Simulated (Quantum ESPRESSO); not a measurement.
A calculation with Quantum ESPRESSO 7.5 of Ru (native input, structure typed inline):

pw.in

```
&CONTROL
  calculation = 'scf'
  prefix = 'pwscf'
  outdir = './tmp'
  pseudo_dir = './pseudo'
  tprnfor = .true.
  tstress = .true.
  disk_io = 'low'
/
&SYSTEM
  ibrav = 0
  celldm(1) = 8
  nat = 2
  ntyp = 1
  ecutwfc = 45
  ecutrho = 360
  nbnd = 24
  occupations = 'smearing'
  smearing = 'fd'
  degauss = 0.00367493
/
&ELECTRONS
  conv_thr = 4d-10
  electron_maxstep = 120
  mixing_beta = 0.5
/
ATOMIC_SPECIES
Ru   101.0700 ru_pbesol_v1.2.uspp.F.UPF
CELL_PARAMETERS alat
  0.6391526185016   0.0000000000000   0.0000000000000
 -0.3195763092508   0.5535224045272   0.0000000000000
  0.0000000000000   0.0000000000000   1.0114522866294
ATOMIC_POSITIONS crystal
Ru     0.6666666667    0.3333333333    0.7500000000
Ru     0.3333333333    0.6666666667    0.2500000000
K_POINTS automatic
11 11 6 0 0 0
```

File pp_density.in:

```
&INPUTPP
  prefix = 'pwscf'
  outdir = './tmp'
  filplot = 'density.dat'
  plot_num = 0
/
&PLOT
  nfile = 1
  filepp(1) = 'density.dat'
  iflag = 3
  output_format = 6
  fileout = 'density.cube'
/
```

pp_potential.in

```
&INPUTPP
  prefix = 'pwscf'
  outdir = './tmp'
  filplot = 'potential.dat'
  plot_num = 11
/
&PLOT
  nfile = 1
  filepp(1) = 'potential.dat'
  iflag = 3
  output_format = 6
  fileout = 'potential.cube'
/
```

Potentials or basis: GBRV 1.5 PBEsol.

Command:

```console
$ OMP_NUM_THREADS=1 mpirun -n 2 pw.x -nk 2 -in pw.in > pw.out
$ OMP_NUM_THREADS=1 mpirun -n 1 pp.x -in pp_density.in > pp_density.out
$ OMP_NUM_THREADS=1 mpirun -n 1 pp.x -in pp_potential.in > pp_potential.out
```

Task: Write the same calculation in another form: ASE script, structure from a P1 CIF.

Result: As run:

Contents of run.py:

```python
import numpy as np
from ase.calculators.espresso import Espresso, EspressoProfile
from ase.io import read

atoms = read('Ru.cif')

input_data = {
    'control': {'calculation': 'scf', 'prefix': 'pwscf', 'outdir': './tmp', 'tprnfor': True, 'tstress': True, 'disk_io': 'nowf'},
    'system': {'ecutwfc': 45.0, 'ecutrho': 360.0, 'nbnd': 24, 'occupations': 'smearing', 'smearing': 'fd', 'degauss': 0.00367493},
    'electrons': {'conv_thr': 4e-10, 'electron_maxstep': 120, 'mixing_beta': 0.5},
}
pseudopotentials = {'Ru': 'ru_pbesol_v1.2.uspp.F.UPF'}
profile = EspressoProfile(command='mpirun -n 2 pw.x -nk 2', pseudo_dir='pseudo')
dft = Espresso(profile=profile, input_data=input_data, pseudopotentials=pseudopotentials, kpts=(11, 11, 6), koffset=(0, 0, 0))
atoms.calc = dft

print(f'energy {atoms.get_potential_energy():.8f} eV')
print('forces (eV/A)')
print(np.round(atoms.get_forces(), 6))
print('stress (eV/A^3, Voigt)')
print(np.round(atoms.get_stress(), 8))
print(f'Fermi level {dft.get_fermi_level():.4f} eV')
```

Ru.cif

```cif
data_Ru
_cell_length_a 2.70580000
_cell_length_b 2.70580000
_cell_length_c 4.28190000
_cell_angle_alpha 90.00000000
_cell_angle_beta 90.00000000
_cell_angle_gamma 120.00000000
_space_group_name_H-M_alt 'P1'
_space_group_name_Hall 'P 1'
_space_group_IT_number 1
loop_
_space_group_symop_operation_xyz
'x,y,z'
loop_
_atom_site_label
_atom_site_type_symbol
_atom_site_symmetry_multiplicity
_atom_site_Wyckoff_symbol
_atom_site_fract_x
_atom_site_fract_y
_atom_site_fract_z
_atom_site_occupancy
Ru1 Ru 1 a 0.6666666667 0.3333333333 0.7500000000 1
Ru2 Ru 1 a 0.3333333333 0.6666666667 0.2500000000 1
```

Potentials or basis: GBRV 1.5 PBEsol.

Launch:

```console
$ OMP_NUM_THREADS=1 python run.py
```

Both were run:

|  | native input, structure typed inline | ASE script, structure from a P1 CIF |
| --- | --- | --- |
| Pressure | -6.7 GPa | -6.7 GPa |
| Band gap on the k mesh | none (metal or under the smearing width) | none (metal or under the smearing width) |

Keys that steer only the numerical path or the files written may differ.
